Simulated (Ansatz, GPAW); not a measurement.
# hexatriene-1,6-dithiol between two Al chains: relaxation, then transmission at several levels, part 2 of 2

Wanted: T(E) of hexatriene-1,6-dithiol between two Al chains at a relaxed geometry in two programs, beside the unrelaxed structure.

GPAW 26.7.0 and Ansatz 0.2.0; Ansatz plane waves; relaxation of the junction with the lead ends held (the session's first sound run).

So far, transmission at the Fermi level (one spin): step 3 (plane-wave reference (PBE)) 0.0293.

### 4. Double-zeta polarised basis

Localised orbitals split the wire into layers that couple to their neighbours alone, which is what the Green's function method needs; double zeta with polarisation is the usual level for numbers.

This step: GPAW LCAO, PAW setups; Landauer transmission from Green's functions with principal layers (ASE), zero bias (GPAW 26.7.0).

run.py reads:

```python
import json
import numpy as np
from ase import Atoms
from ase.transport.calculators import TransportCalculator
from gpaw import GPAW, FermiDirac
from gpaw.lcao.tools import get_lcao_hamiltonian
from scipy.linalg import eigh

# The junction with lead layers at both ends, along the third cell vector
device = Atoms(
    ['Al', 'Al', 'Al', 'Al', 'Al', 'Al', 'Al', 'S', 'C', 'H', 'H', 'C', 'C', 'H', 'H', 'C', 'C', 'H', 'H', 'C', 'S', 'Al', 'Al', 'Al', 'Al', 'Al', 'Al', 'Al'],
    positions=[
        [6.03340, 4.50000, 1.20000],
        [6.03340, 4.50000, 3.60000],
        [6.03340, 4.50000, 6.00000],
        [6.03340, 4.50000, 8.40000],
        [6.03340, 4.50000, 10.80000],
        [4.52575, 4.50719, 12.87463],
        [5.32675, 4.50443, 15.36635],
        [3.55774, 4.49934, 16.76191],
        [4.01286, 4.49396, 18.45253],
        [6.14026, 4.50861, 18.41433],
        [3.12664, 4.48564, 19.09394],
        [5.23985, 4.49914, 19.03882],
        [5.42191, 4.49164, 20.45919],
        [7.54153, 4.50687, 20.47710],
        [4.51471, 4.48091, 21.07319],
        [6.63435, 4.49585, 21.09105],
        [6.81635, 4.48424, 22.51147],
        [8.92954, 4.49932, 22.45623],
        [5.91597, 4.47071, 23.13584],
        [8.04339, 4.48704, 23.09768],
        [8.49870, 4.46699, 24.78817],
        [6.73077, 4.51416, 26.18431],
        [7.53584, 4.47221, 28.67460],
        [6.03340, 4.50000, 30.75338],
        [6.03340, 4.50000, 33.15338],
        [6.03340, 4.50000, 35.55338],
        [6.03340, 4.50000, 37.95338],
        [6.03340, 4.50000, 40.35338]],
    cell=[[12.06679, 0.0, 0.0], [0.0, 9.0, 0.0], [0.0, 0.0, 41.55338]],
    pbc=True)

# One principal layer of the lead: the first 4 atoms of the device
lead = Atoms(
    ['Al', 'Al', 'Al', 'Al'],
    positions=[
        [6.03340, 4.50000, 1.20000],
        [6.03340, 4.50000, 3.60000],
        [6.03340, 4.50000, 6.00000],
        [6.03340, 4.50000, 8.40000]],
    cell=[[12.06679, 0.0, 0.0], [0.0, 9.0, 0.0], [0.0, 0.0, 9.6]],
    pbc=True)

settings = dict(mode='lcao', basis='dzp', xc='PBE', h=0.2,
                occupations=FermiDirac(0.1), maxiter=250,
                mixer=dict(beta=0.1, nmaxold=8, weight=100.0),
                convergence=dict(density=0.0001))
energies = np.arange(-2, 2 + 1e-9, 0.025)
eta = 0.0001
n1, n2 = 1, 1
# k and -k transmit alike, so half of the mesh across the current serves
mesh = [(i, j) for i in range(n1) for j in range(n2) if (i, j) <= (-i % n1, -j % n2)]
weights = np.array([1 if (i, j) == (-i % n1, -j % n2) else 2 for i, j in mesh]) / (n1 * n2)

# [... helper functions left out ...]
fermi_lead = ground_state(lead, (1, 1, 12), 'lead.txt')
fermi_device = ground_state(device, (1, 1, 2), 'device.txt')
# [... loop over the mesh left out, but for ...]
        # Shift the lead onto the potential of the device's first layer
        shift = ((H[:, 0, 0] - H0[:, 0, 0]) / S0[0, 0]).real.mean()
# [...]
kT = 8.617333e-5 * 300
bias = [0.1, 0.2, 0.5, 1.0, 1.5, 2.0]
# [... integrals and printing left out ...]
```

Command:

```bash
$ OMP_NUM_THREADS=1 OPENBLAS_NUM_THREADS=1 python run.py
```

Elapsed: 2.3 min, on 1 thread of Intel Xeon 6975P-C (Granite Rapids), shared host; peak memory 1.6 GiB.

Numbers from this step:

- conductance: 0.03467 G₀
- thermopower: -13.21 μV/K
- largest coupling past the next principal layer: 1.40e-15 eV
- largest misfit of the first principal layer: 0.06626 eV
- shift that aligns the lead: 0.01928 eV
- basis functions of the junction: 316
- basis functions of a principal layer: 52
- transmission at the Fermi level (one spin): 0.03518

One spin. The transmission, zone mean by energy, zero at the Fermi level:

```csv
energy (eV),"transmission, zone mean"
-2.000,3.7e-5
-1.900,4.6e-5
-1.800,6.5e-5
-1.700,1.0e-4
-1.600,1.5e-4
-1.500,1.3e-4
-1.400,4.2e-5
-1.300,3.5e-6
-1.200,0
-1.100,0
-1.000,0
-0.900,0
-0.800,0
-0.700,2.9e-12
-0.600,2.6e-11
-0.500,0
-0.400,1.1e-10
-0.300,0.00492
-0.200,0.0137
-0.100,0.0266
0.000,0.0352
0.100,0.0394
0.200,0.0447
0.300,0.0541
0.400,0.0680
0.500,0.0848
0.600,0.101
0.700,0.115
0.800,0.125
0.900,0.134
1.000,0.145
1.100,0.160
1.200,0.182
1.300,0.218
1.400,0.276
1.500,0.370
1.600,0.521
1.700,0.733
1.800,0.937
1.875,0.998
1.900,0.995
2.000,0.905
```

Crossings of the lead's bands, unfolded to its shortest repeat. Table of open channels, zone mean by energy, zero at the Fermi level:

energy (eV), open channels, zone mean and a bar:
```
   -2.000       1.00 ##########
   -1.800       1.00 ##########
   -1.600       1.00 ##########
   -1.400       1.00 ##########
   -1.200       0.00 
   -1.000       0.00 
   -0.800       0.00 
   -0.600       0.00 
   -0.400       0.00 
   -0.200       2.00 ####################
    0.000       2.00 ####################
    0.200       2.00 ####################
    0.400       2.00 ####################
    0.600       2.00 ####################
    0.800       2.00 ####################
    1.000       3.00 ##############################
    1.200       3.00 ##############################
    1.400       3.00 ##############################
    1.600       3.00 ##############################
    1.800       3.00 ##############################
    2.000       3.00 ##############################
```

Not self-consistent under bias; the bias window is split evenly. Current through one cell, from the zero-bias transmission against bias:

```csv
bias (V),"current through one cell, from the zero-bias transmission (μA)"
0.100,0.267
0.200,0.527
0.500,1.24
1.000,2.55
1.500,4.56
2.000,7.12
```

Table of transmission of the three most open eigenchannels by energy, zero at the Fermi level:

```csv
energy (eV),channel 1,channel 2,channel 3
-1.800,6.5e-5,0,0
-1.600,1.5e-4,0,0
-1.400,4.2e-5,0,0
-1.200,0,0,0
-1.000,0,0,0
-0.800,0,0,0
-0.600,2.6e-11,0,0
-0.400,1.1e-10,0,0
-0.200,0.0137,1.2e-5,0
0.000,0.0351,3.8e-5,0
0.200,0.0447,5.9e-5,0
0.400,0.0680,6.4e-5,0
0.600,0.101,6.7e-5,0
0.800,0.125,6.5e-5,0
1.000,0.145,6.3e-5,8.8e-8
1.200,0.182,5.2e-5,7.9e-7
1.400,0.276,4.1e-5,2.5e-6
1.600,0.520,3.6e-5,3.6e-6
1.800,0.937,4.3e-5,2.3e-6
2.000,0.905,6.5e-5,9.1e-7
```

At the Fermi level T is 0.0352 against 0.0293 in plane waves. Couplings past the next layer reach 1.4e-15 eV, small enough to drop; the matrix elements of the cell's first layer differ from the bulk lead's by up to 0.066 eV. That layer keeps its own values in the calculation, and only beyond it is the lead taken as perfect. The Fermi levels of lead and junction count from different zeros of potential, one for each periodic cell; with both set to zero, the small remaining shift is what aligns them. By hand: G = 0.03467 × 77.48 μS = 2.69 μS, a resistance of 372 kΩ; at 0.1 V a linear junction would pass 0.269 μA, and the integral over the bias window gives 0.267 μA. Mott's formula, S = -(π²/3)(k_B²T/e) d ln T/dE, has the prefactor 7.33 μV/K·eV at 300 K; T = 0.03365 at -0.025 eV and 0.03641 at 0.025 eV give a slope of 1.58 per eV and S = -11.6 μV/K, beside -13.2 μV/K from the thermal integral, which interpolates the same grid.

### 5. Single-zeta polarised basis

The second zeta is dropped, the polarisation orbitals stay.

Edit run.py of step 4 so:

```diff
@@ -54,3 +54,3 @@
 
-settings = dict(mode='lcao', basis='dzp', xc='PBE', h=0.2,
+settings = dict(mode='lcao', basis='szp(dzp)', xc='PBE', h=0.2,
                 occupations=FermiDirac(0.1), maxiter=250,
```

It took 1.8 min on 1 thread; peak memory 1.6 GiB.

Numbers from this step:

| Item | Value |
| --- | --- |
| conductance | 0.02961 G₀ |
| thermopower | -22.78 μV/K |
| largest coupling past the next principal layer | 1.42e-15 eV |
| largest misfit of the first principal layer | 0.07316 eV |
| shift that aligns the lead | 0.02527 eV |
| basis functions of the junction | 222 |
| basis functions of a principal layer | 36 |
| transmission at the Fermi level (one spin) | 0.02995 |

The conductance, 0.0296 G₀, lies 15 % below that of the dzp run.

### 6. Minimal basis

The minimal basis is the cheapest rung: no second zeta and no polarisation.

Edit run.py of step 5 so:

```diff
@@ -54,3 +54,3 @@
 
-settings = dict(mode='lcao', basis='szp(dzp)', xc='PBE', h=0.2,
+settings = dict(mode='lcao', basis='sz(dzp)', xc='PBE', h=0.2,
                 occupations=FermiDirac(0.1), maxiter=250,
```

The job ended after 80 s (1 thread; peak memory 1.5 GiB).

This step gave:

| Property | Result |
| --- | --- |
| conductance | 0.03228 G₀ |
| thermopower | -21.94 μV/K |
| largest coupling past the next principal layer | 1.07e-15 eV |
| largest misfit of the first principal layer | 0.09014 eV |
| shift that aligns the lead | 0.03377 eV |
| basis functions of the junction | 94 |
| basis functions of a principal layer | 16 |
| transmission at the Fermi level (one spin) | 0.03263 |

The conductance, 0.0323 G₀, lies 6.9 % below that of the dzp run.

### 7. LDA in the dzp basis: xc = "LDA"

Back in the dzp basis, the functional changes from PBE to LDA, to set the spread between functionals beside that between bases.

Edit run.py of step 6 so:

```diff
@@ -54,3 +54,3 @@
 
-settings = dict(mode='lcao', basis='sz(dzp)', xc='PBE', h=0.2,
+settings = dict(mode='lcao', basis='dzp', xc='LDA', h=0.2,
                 occupations=FermiDirac(0.1), maxiter=250,
```

Elapsed: 1.7 min, on 1 thread; peak memory 1.6 GiB.

This step gave:

```
conductance                                    : 0.03901 G₀
thermopower                                    : -14.10 μV/K
largest coupling past the next principal layer : 1.20e-15 eV
largest misfit of the first principal layer    : 0.06759 eV
shift that aligns the lead                     : 0.02078 eV
basis functions of the junction                : 316
basis functions of a principal layer           : 52
transmission at the Fermi level (one spin)     : 0.03964
```

The conductance, 0.0390 G₀, lies 13 % above that of the dzp run.

### 8. The structure as built: geometry = "as built"

The dzp basis with PBE on the structure as first built shows what the relaxation was worth.

Edit run.py of step 7 so:

```diff
@@ -17,20 +17,20 @@
         [6.03340, 4.50000, 10.80000],
-        [4.52575, 4.50719, 12.87463],
-        [5.32675, 4.50443, 15.36635],
-        [3.55774, 4.49934, 16.76191],
-        [4.01286, 4.49396, 18.45253],
-        [6.14026, 4.50861, 18.41433],
-        [3.12664, 4.48564, 19.09394],
-        [5.23985, 4.49914, 19.03882],
-        [5.42191, 4.49164, 20.45919],
-        [7.54153, 4.50687, 20.47710],
-        [4.51471, 4.48091, 21.07319],
-        [6.63435, 4.49585, 21.09105],
-        [6.81635, 4.48424, 22.51147],
-        [8.92954, 4.49932, 22.45623],
-        [5.91597, 4.47071, 23.13584],
-        [8.04339, 4.48704, 23.09768],
-        [8.49870, 4.46699, 24.78817],
-        [6.73077, 4.51416, 26.18431],
-        [7.53584, 4.47221, 28.67460],
+        [6.03340, 4.50000, 13.20000],
+        [6.03340, 4.50000, 15.60000],
+        [4.08465, 4.49998, 16.62098],
+        [4.19172, 4.49998, 18.34732],
+        [6.30023, 4.49999, 18.45333],
+        [3.25001, 4.49997, 18.88894],
+        [5.36111, 4.49998, 19.00241],
+        [5.44885, 4.49998, 20.44743],
+        [7.55511, 4.49999, 20.55202],
+        [4.51169, 4.49997, 21.00136],
+        [6.61795, 4.49998, 21.10596],
+        [6.70568, 4.49997, 22.55097],
+        [8.81679, 4.49997, 22.66445],
+        [5.76657, 4.49997, 23.10005],
+        [7.87507, 4.49997, 23.20607],
+        [7.98214, 4.49996, 24.93241],
+        [6.03340, 4.50000, 25.95338],
+        [6.03340, 4.50000, 28.35338],
         [6.03340, 4.50000, 30.75338],
@@ -54,3 +54,3 @@
 
-settings = dict(mode='lcao', basis='dzp', xc='LDA', h=0.2,
+settings = dict(mode='lcao', basis='dzp', xc='PBE', h=0.2,
                 occupations=FermiDirac(0.1), maxiter=250,
```

Wall time 92 s (1 thread); peak memory 1.6 GiB.

This step gave:

| Property | Result |
| --- | --- |
| conductance | 0.1014 G₀ |
| thermopower | 4.275 μV/K |
| largest coupling past the next principal layer | 1.26e-15 eV |
| largest misfit of the first principal layer | 0.01501 eV |
| shift that aligns the lead | 0.003510 eV |
| transmission at the Fermi level (one spin) | 0.1023 |

One spin. The transmission, zone mean by energy, zero at the Fermi level:

energy (eV), transmission, zone mean and a bar:
```
   -2.000      0.000 
   -1.900      0.000 
   -1.800      0.000 
   -1.700      0.000 
   -1.600      0.000 
   -1.500      0.000 
   -1.400      0.000 
   -1.300      0.000 
   -1.200      0.000 
   -1.100      0.000 
   -1.000      0.000 
   -0.900      0.000 
   -0.800      0.000 
   -0.700      0.000 
   -0.600      0.000 
   -0.500      0.000 
   -0.400      0.000 
   -0.300      0.045 #
   -0.200      0.083 ###
   -0.100      0.104 ###
    0.000      0.102 ###
    0.100      0.092 ###
    0.200      0.083 ###
    0.300      0.078 ##
    0.400      0.076 ##
    0.500      0.077 ##
    0.600      0.081 ##
    0.700      0.087 ###
    0.800      0.096 ###
    0.900      0.109 ###
    1.000      0.125 ####
    1.100      0.146 ####
    1.200      0.174 #####
    1.300      0.212 ######
    1.400      0.264 ########
    1.500      0.338 ##########
    1.600      0.441 #############
    1.700      0.582 #################
    1.800      0.757 #######################
    1.900      0.926 ############################
    2.000      0.998 ##############################
```

The conductance, 0.101 G₀, lies 192 % above that of the dzp run.

### 9. Cost and result by level

Times are wall times on the hardware named with each run. Results by setting:

```csv
no.,run,conductance (G₀),time,memory (GiB)
1,pw PBE,0.02899,85 s,4.4
2,dzp,0.03467,2.3 min,1.6
3,szp,0.02961,1.8 min,1.6
4,sz,0.03228,80 s,1.5
5,dzp LDA,0.03901,1.7 min,1.6
6,asbuilt,0.1014,92 s,1.6
```

### 10. Comparison

The curves are compared point by point over the common energies.

This step: comparison of transmission and cost over codes, levels and geometry (GPAW 26.7.0).

Ladder, by row:

```csv
step,code,T at the Fermi level (sum over the listed spins),conductance (G0),r.m.s. T(E) from the first,wall time (s),peak memory (GiB),threads
pw-pbe,Ansatz,0.02929,0.02899,0,85.29,4.389,4
dzp,GPAW,0.03518,0.03467,0.04654,139,1.63,1
szp,GPAW,0.02995,0.02961,0.2616,111,1.59,1
sz,GPAW,0.03263,0.03228,0.2731,80.08,1.46,1
dzp-LDA,GPAW,0.03964,0.03901,0.01029,102.5,1.62,1
asbuilt,GPAW,0.1023,0.1014,0.08581,92.41,1.64,1
```

The transmission, zone mean, sum over the listed spins by energy, zero at the Fermi level:

```csv
energy (eV),pw-pbe,dzp,szp,sz,dzp-LDA,asbuilt
-2.000,2.7e-5,3.7e-5,4.8e-5,5.7e-5,3.3e-5,1.4e-4
-1.800,4.3e-5,6.5e-5,9.0e-5,2.2e-4,5.7e-5,5.6e-5
-1.600,9.0e-5,1.5e-4,9.7e-5,2.3e-13,1.3e-4,2.1e-5
-1.400,2.9e-5,4.2e-5,5.3e-6,0,4.4e-5,5.1e-6
-1.200,0,2.3e-13,2.6e-14,0,2.7e-13,3.3e-14
-1.000,0,2.2e-14,1.5e-14,0,2.2e-14,0
-0.800,0,1.0e-13,8.9e-14,2.7e-14,1.0e-13,0
-0.600,0,2.6e-11,1.6e-12,3.5e-13,3.9e-11,0
-0.400,0,1.1e-10,8.8e-13,1.6e-10,9.4e-11,1.8e-8
-0.200,0.0113,0.0137,0.00720,0.00872,0.0144,0.0833
0.000,0.0293,0.0352,0.0299,0.0326,0.0396,0.102
0.200,0.0402,0.0447,0.0504,0.0538,0.0507,0.0833
0.400,0.0624,0.0680,0.107,0.115,0.0766,0.0756
0.600,0.0972,0.101,0.200,0.220,0.113,0.0806
0.800,0.128,0.125,0.304,0.333,0.140,0.0965
1.000,0.155,0.145,0.464,0.504,0.167,0.125
1.200,0.207,0.182,0.769,0.812,0.219,0.174
1.350,0.296,0.243,0.992,0.997,0.302,0.236
1.375,0.318,0.259,0.998,0.996,0.323,0.250
1.400,0.343,0.276,0.990,0.984,0.346,0.264
1.600,0.678,0.521,0.646,0.645,0.658,0.441
1.800,1,0.937,0.397,0.383,0.995,0.757
1.875,0.957,0.998,0.354,0.333,0.972,0.889
2.000,0.796,0.905,0.321,0.285,0.825,0.998
```

### 11. A varied run

One more run, with changed settings.

This step: GPAW LCAO, PAW setups; Landauer transmission from Green's functions with principal layers (ASE), zero bias (GPAW 26.7.0).

Edit run.py of step 8 so:

```diff
@@ -17,20 +17,20 @@
         [6.03340, 4.50000, 10.80000],
-        [6.03340, 4.50000, 13.20000],
-        [6.03340, 4.50000, 15.60000],
-        [4.08465, 4.49998, 16.62098],
-        [4.19172, 4.49998, 18.34732],
-        [6.30023, 4.49999, 18.45333],
-        [3.25001, 4.49997, 18.88894],
-        [5.36111, 4.49998, 19.00241],
-        [5.44885, 4.49998, 20.44743],
-        [7.55511, 4.49999, 20.55202],
-        [4.51169, 4.49997, 21.00136],
-        [6.61795, 4.49998, 21.10596],
-        [6.70568, 4.49997, 22.55097],
-        [8.81679, 4.49997, 22.66445],
-        [5.76657, 4.49997, 23.10005],
-        [7.87507, 4.49997, 23.20607],
-        [7.98214, 4.49996, 24.93241],
-        [6.03340, 4.50000, 25.95338],
-        [6.03340, 4.50000, 28.35338],
+        [4.52575, 4.50719, 12.87463],
+        [5.32675, 4.50443, 15.36635],
+        [3.55774, 4.49934, 16.76191],
+        [4.01286, 4.49396, 18.45253],
+        [6.14026, 4.50861, 18.41433],
+        [3.12664, 4.48564, 19.09394],
+        [5.23985, 4.49914, 19.03882],
+        [5.42191, 4.49164, 20.45919],
+        [7.54153, 4.50687, 20.47710],
+        [4.51471, 4.48091, 21.07319],
+        [6.63435, 4.49585, 21.09105],
+        [6.81635, 4.48424, 22.51147],
+        [8.92954, 4.49932, 22.45623],
+        [5.91597, 4.47071, 23.13584],
+        [8.04339, 4.48704, 23.09768],
+        [8.49870, 4.46699, 24.78817],
+        [6.73077, 4.51416, 26.18431],
+        [7.53584, 4.47221, 28.67460],
         [6.03340, 4.50000, 30.75338],
@@ -54,4 +54,4 @@
 
-settings = dict(mode='lcao', basis='dzp', xc='PBE', h=0.2,
-                occupations=FermiDirac(0.1), maxiter=250,
+settings = dict(mode='lcao', basis='dzp', xc='pbe96', h=0.2,
+                occupations=FermiDirac(0.1), maxiter=60,
                 mixer=dict(beta=0.1, nmaxold=8, weight=100.0),
```

It took 0.5 s on 1 thread; peak memory 0.23 GiB.

The input was rejected at the start.

The program's message: “NameError: Unknown functional: pbe96.”

The change that led to it: xc = "pbe96".

### 12. What came out

```yaml
conductance: 0.0347 G₀
transmission_at_the_fermi_level_mean_of_the_spins: 0.0352
thermopower: -13.2 μV/K
open_channels_of_the_lead_there: 2
```

In the dzp basis the junction conducts 0.0347 G₀ at 300 K, with T = 0.0352 a spin at the Fermi level; the sz basis reaches that conductance within 10 %. Relaxation moved atoms by up to 1.5 Å and took the conductance from 0.101 to 0.0347 G₀, as a ratio a larger change than the step from dzp to the minimal basis. Plane waves (PBE) give T = 0.0293 there. The scatterer reflects about 98 % of the incoming channels at the Fermi level. The negative thermopower says that the thermally weighted transmission is larger above the Fermi level, as for electron-like transport. Measured against the first run (pw-pbe), the nearest curve is that of dzp-LDA (r.m.s. 0.010) and the farthest that of sz (0.27). Over the compared runs wall time goes from 80 s (sz) to 139 s (dzp), on a shared host; the plane-wave run used 4 threads and the orbital runs 1. Moves of this size go well beyond a change of bond lengths: the free chain atoms or the scatterer took up a new arrangement, and the name in the title describes the start. The leads kept an estimated spacing and the cell its length, so the junction may be under some tension or compression. Semilocal functionals put molecular levels too near the Fermi level, so such conductances usually come out too high, and chain electrodes have a sharper density of states than real ones. An evenly spaced straight chain is an idealisation: free chains tend to dimerise, zigzag or, where a band edge lies near the Fermi level, turn magnetic. The currents use the zero-bias T(E) throughout, which holds only while the bias is small against the distance to the nearest feature.

[Logs are printed without paths, hosts, clocks, repeated set-up lines and the standing remarks that a program may print on its own settings, such as how far it seeks lower states.]

[Hosts, paths, dates, database ids (printed as entryN), source tags and the programs' standing remarks are cut or masked in the printed files.]
